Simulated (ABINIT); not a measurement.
# Ge (P4/mmm) in ABINIT: reference runs, part 2 of 2

ABINIT 10.8.3 (patched build). The steps go on from the part before.

### Step 3. Single point, PBE

File run.py:

```python
import json, os
import numpy as np
from ase.units import GPa
from ase.calculators.abinit import Abinit, AbinitProfile
from ase import Atoms

atoms = Atoms(['Ge', 'Ge', 'Ge'],
              cell=[[5.24058, 0.0, 0.0], [0.0, 5.24058, 0.0], [0.0, 0.0, 2.65536]],
              scaled_positions=[[0.0, 0.0, 0.0], [0.0, 0.5, 0.0], [0.5, 0.0, 0.0]],
              pbc=True)

profile = AbinitProfile(command='abinit', pp_paths=[os.path.abspath('pseudos')])
params = dict(
    pps='pawxml', xc='PBE',
    ecut=598.6505,
    pawecutdg=1197.301,
    pawxcdev=0,
    kptopt=1,
    ngkpt=[5, 5, 10],
    nshiftk=1,
    shiftk=[0.0, 0.0, 0.0],
    ixc=11,
    nband=26,
    occopt=3,
    tsmear=0.05,
    nstep=100,
    tolvrs=1e-09,
    prtwf=0,
    prtden=0,
)

atoms.calc = Abinit(profile=profile, directory='run', **params)
energy = atoms.get_potential_energy()
forces = atoms.get_forces()
stress = atoms.get_stress()
print(f'energy {energy:.6f} eV')
print('forces (eV/A)')
print(np.round(forces, 5))
print('stress (GPa, Voigt, tension positive)', np.round(stress / GPa, 4))
json.dump(dict(energy=energy, forces=forces.tolist(), stress=stress.tolist(), cell=atoms.cell.tolist(), frac=atoms.get_scaled_positions(wrap=False).tolist()), open('results.json', 'w'))
```

Potentials or basis: JTH PAW PBE v2.0.

On the command line:

```console
$ python run.py
```

The program printed:

```text
energy -7800.968829 eV
forces (eV/A)
[[-0. -0. -0.]
 [-0. -0. -0.]
 [-0. -0. -0.]]
stress (GPa, Voigt, tension positive) [0.7163 0.7163 0.4585 0.     0.     0.    ]
```

abinit.in:

```text
ecut 598.6505 eV
ixc 11
kptopt 1
natom 3
nband 26
ngkpt
5 5 10
nshiftk 1
nsppol 1
nstep 100
occopt 3
pawecutdg 1197.301 eV
pawxcdev 0
prtden 0
prtwf 0
shiftk
0.0 0.0 0.0
tolvrs 1e-09
tsmear 0.05 eV
#Definition of the unit cell
acell
1.00000000000000 1.00000000000000 1.00000000000000 Angstrom
rprim
5.24058000000000 0.00000000000000 0.00000000000000
0.00000000000000 5.24058000000000 0.00000000000000
0.00000000000000 0.00000000000000 2.65536000000000
chkprim 0 # Allow non-primitive cells
#Definition of the atom types
ntypat 1
znucl 32
#Enumerate different atomic species
typat
 1 1 1
pseudos "./pseudos/Ge.GGA_PBE-JTH.xml"
#Definition of the atoms
xcart
0.00000000000000 0.00000000000000 0.00000000000000
0.00000000000000 4.95163047026924 0.00000000000000
4.95163047026924 0.00000000000000 0.00000000000000
chkexit 1 # abinit.exit file in the running directory terminates after the current SCF
```

abinit.abo:

```text
.Version 10.8.3 of ABINIT
 Symmetries : space group P4/m m m (#123); Bravais tP (primitive tetrag.)
================================================================================
 Values of the parameters that define the memory need of the present run
     intxc =       0    ionmov =       0      iscf =      17    lmnmax =      18
     lnmax =       6     mgfft =      45  mpssoang =       3    mqgrid =    3001
     natom =       3  nloc_mem =       2    nspden =       1   nspinor =       1
    nsppol =       1      nsym =      16    n1xccc =       1    ntypat =       1
    occopt =       3   xclevel =       2
       mpw =        2440          nfft =       48600          nkpt =          36
 PAW method is used; the additional fine FFT grid is defined by:
   mgfftf=        60    nfftf =    108000
[... 267 lines left out ...]
           etotal     -2.8668032580E+02
            fcart     -0.0000000000E+00 -0.0000000000E+00 -0.0000000000E+00
                      -0.0000000000E+00 -0.0000000000E+00 -0.0000000000E+00
                      -0.0000000000E+00 -0.0000000000E+00 -0.0000000000E+00
            rprim      5.2405800000E+00  0.0000000000E+00  0.0000000000E+00
                       0.0000000000E+00  5.2405800000E+00  0.0000000000E+00
                       0.0000000000E+00  0.0000000000E+00  2.6553600000E+00
           strten      2.4344973452E-05  2.4344973452E-05  1.5585115162E-05
                       0.0000000000E+00  0.0000000000E+00  0.0000000000E+00
           xangst      0.0000000000E+00  0.0000000000E+00  0.0000000000E+00
                       0.0000000000E+00  2.6202900000E+00  0.0000000000E+00
                       2.6202900000E+00  0.0000000000E+00  0.0000000000E+00
             xred      0.0000000000E+00  0.0000000000E+00  0.0000000000E+00
                       0.0000000000E+00  5.0000000000E-01  0.0000000000E+00
                       5.0000000000E-01  0.0000000000E+00  0.0000000000E+00
 Calculation completed.
```

It took 1.9 min on 1 thread of Arm Neoverse V1, shared host; peak memory 0.17 GiB.

Results:

```
Free energy                                           : -7800.9691 eV
Pressure                                              : -0.6 GPa
Band gap on the k mesh                                : none (metal or under the smearing width)
Valence electrons inside the program's atomic spheres : Ge 12.29, 12.17 (radii [1.2196] Å)
```

### Step 4. Single point, PBE (atoms moved at random, drawn with an rms of 0.05 Å)

File run.abi:

```
# Pseudopotentials
pp_dirpath "./"
pseudos "Ge.GGA_PBE-JTH.xml"

# Structure
acell 9.9032609342 9.9032609342 5.0179031623
rprim
     1.0000000000     0.0000000000     0.0000000000
     0.0000000000     1.0000000000     0.0000000000
     0.0000000000     0.0000000000     1.0000000000
ntypat 1
znucl 32
natom 3
typat 1 1 1
xred
    -0.0059890000    -0.0050830000     0.0059980000
    -0.0115520000     0.5106860000    -0.0159140000
     0.4945510000    -0.0021380000     0.0052050000
chkprim 0
chksymtnons 0
tolsym 1.0e-6

# Plane-wave basis
ecut 22.0
pawecutdg 44.0
pawxcdev 0

# k points
kptopt 1
ngkpt 5 5 10
nshiftk 1
shiftk 0.0 0.0 0.0

# Exchange and correlation
ixc 11

# Bands and occupations
nband 26
occopt 3
tsmear 0.05 eV

# SCF cycle
nstep 100
tolvrs 1.0e-9

# Output
iomode 3
prtwf 0
prtden 0
prteig 0
prtebands 0
```

On the command line:

```console
$ abinit run.abi > log 2>&1
```

It took 6.9 min on 1 thread of Arm Neoverse V1, shared host; peak memory 0.32 GiB.

Results (log left out):

```yaml
Free_energy: -7800.9534 eV
Pressure: -0.4 GPa
Largest_force: 0.412 eV/Å
Band_gap_on_the_k_mesh: none (metal or under the smearing width)
Valence_electrons_inside_the_program's_atomic_spheres: Ge 12.30, 12.19, 12.18 (radii [1.2196] Å)
```

Forces on the atoms (eV/Å):
```
Ge   0.039  0.410 -0.004
Ge  -0.040 -0.392  0.002
Ge   0.001 -0.019  0.002
```

Stress tensor (GPa, compression positive):
```
-0.59  0.05  0.00
 0.05 -0.25  0.02
 0.00  0.02 -0.47
```

Levels at points of the mesh, in eV from the Fermi level:
| k point | band 18 | band 19 | band 20 | band 21 | band 22 | band 23 | band 24 | band 25 |
| --- | --- | --- | --- | --- | --- | --- | --- | --- |
| (0.00, 0.00, 0.00) | -6.39 | -5.01 | -4.98 | 0.08 | 0.10 | 4.00 | 4.43 | 7.60 |
| (0.00, 0.00, 0.50) | -4.59 | -2.50 | -1.80 | -1.77 | -1.66 | -0.63 | 3.42 | 3.43 |
